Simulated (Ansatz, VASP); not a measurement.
## One calculation of K, two programs

```
CELL_PARAMETERS angstrom
3.74157 0.00000 0.00000
0.00000 3.74157 0.00000
0.00000 0.00000 3.74157
ATOMIC_POSITIONS crystal
K 0.00000 0.00000 0.00000
```

Change from the starting cell: volume scaled by 0.68, LAPW.

Alike in both runs: task single point; functional PBEsol; k mesh 9 × 9 × 9; occupations fermi-dirac, width 0.1 eV; no spin polarisation.

```csv
,VASP,Ansatz
version,VASP 6.6.1,Ansatz 0.2.0
potentials or method,"VASP PAW PBE potentials, release 64 (K_sv), cutoff 520 eV","all-electron LAPW, scalar-relativistic"
```

```tsv
	VASP	Ansatz	Ansatz less VASP
pressure (GPa)	2.2	2.2	+0.01
```

Ansatz ran all-electron here, so the differences hold the error of VASP's frozen core and of both bases.

Caveats: the PAW data sets were made with another functional, which shifts forces and pressure a little (VASP).
